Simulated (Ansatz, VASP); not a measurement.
Ni: VASP beside Ansatz

```xyz
1
Lattice="2.2599 0.0000 0.0000 0.0000 2.2599 0.0000 0.0000 0.0000 23.8000" Properties=species:S:1:pos:R:3 pbc="T T T"
Ni    0.0000    0.0000    7.0000
```

Alike in both runs: functional PBE; k mesh 8 × 8 × 1; occupations gaussian, width 0.1 eV; collinear spin.

Ansatz relaxed the structure, and its values are those at the end. VASP's run is a single point on that final structure, the one shown.

|  | VASP | Ansatz |
| --- | --- | --- |
| version | VASP 6.6.1 | Ansatz 0.2.0 |
| potentials or method | VASP PAW PBE potentials, release 64 (Ni) | scalar-relativistic, plane waves, PAW |
| plane-wave cutoff (eV) | 520 | 420 |
| valence electrons in the cell | 10 | 18 |

VASP gave:

| Property | Result |
| --- | --- |
| gap on the k mesh at the Fermi level (eV) | none |
| net moment per atom (μB) | 0.87 |
| size of the moment on the site where the two differ most (μB) | 0.90 |

**Question.** What did Ansatz give for the same quantities?

**Answer.** gap on the k mesh at the Fermi level (eV): none; net moment per atom (μB): 0.88; size of the moment on the site where the two differ most (μB): 0.92.

Site moments also hang on the region over which each program counts them. A gap of «none» marks a metal or a gap that the smearing closes. The two sets of potentials don't hold the same shells in valence. Ansatz warned: «slab_cell_height_set».
